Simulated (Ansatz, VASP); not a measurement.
Se: VASP beside Ansatz

Contents of INCAR:

```
SYSTEM = Se
PREC = Accurate
ENCUT = 520
EDIFF = 1E-8
ISMEAR = -1
SIGMA = 0.02
LREAL = .False.
LASPH = .True.
NELM = 80
ALGO = Normal
ISIF = 2
LWAVE = .False.
LCHARG = .False.
GGA = PS
LEFG = .True.
NBANDS = 16
```

The input KPOINTS:

```
Automatic mesh
0
Gamma
  8 8 6
  0 0 0
```

The input POSCAR:

```
Se
1.0
    4.3551696776      0.0000000000      0.0000000000
   -2.1775848388      3.7716875786      0.0000000000
    0.0000000000      0.0000000000      4.8999555000
Se
3
Direct
    0.2170000000      0.0000000000      0.1666666667
    0.0000000000      0.2170000000      0.8333333333
    0.7830000000      0.7830000000      0.5000000000
```

Input for Ansatz:

```yaml
crystal:
  lattice:
    - [4.3551696776, 0.0, 0.0]
    - [-2.1775848388, 3.7716875786, 0.0]
    - [0.0, 0.0, 4.8999555]
  atoms:
    - { symbol: Se, position: [0.217, 0.0, 0.1666666667] }
    - { symbol: Se, position: [0.0, 0.217, 0.8333333333] }
    - { symbol: Se, position: [0.783, 0.783, 0.5] }
kpoints:
  mp_grid: { grid: [8, 8, 6] }
scf:
  occupations: { method: fermi_dirac, width: 0.02 }
hamiltonian:
  xc: pbesol
  pseudopotentials: { kind: all_electron, datasets: crystal }
output:
  forces: true
  stress: true
  eigenvalues: true
  efg: { contact_densities: true }
```

Change from the starting cell: zz strain of -1 %, crystal datasets.

Alike in both runs: task electric field gradients; functional PBEsol; k mesh 8 × 8 × 6; occupations fermi-dirac, width 0.02 eV; no spin polarisation.

```csv
,VASP,Ansatz
version,VASP 6.6.1,Ansatz 0.2.0
potentials or method,"VASP PAW PBE potentials, release 64 (Se)","all-electron PAW with datasets made for the crystal, scalar-relativistic"
plane-wave cutoff (eV),520,see its input
```

VASP gave:

```
gap on the k mesh at the Fermi level (eV)                      : 1.13
pressure (GPa)                                                 : 4.1
largest component of the traceless stress (GPa)                : 2.23
rms of the force components (eV/Å)                             : 0.709
Vzz of the field gradient on the site that differs most (V/Å²) : -478.6
```

**Question.** Which values does Ansatz return?

**Answer.** gap on the k mesh at the Fermi level (eV): 1.15; pressure (GPa): 3.8; largest component of the traceless stress (GPa): 2.11; rms of the force components (eV/Å): 0.669; Vzz of the field gradient on the site that differs most (V/Å²): -502.4.

Atom by atom the forces differ by 0.040 eV/Å (rms over components). Ansatz ran all-electron here, so the differences hold the error of VASP's frozen core and of both bases.

Caveats: the PAW data sets were made with another functional, which shifts forces and pressure a little (VASP). A k mesh can miss the band edges.
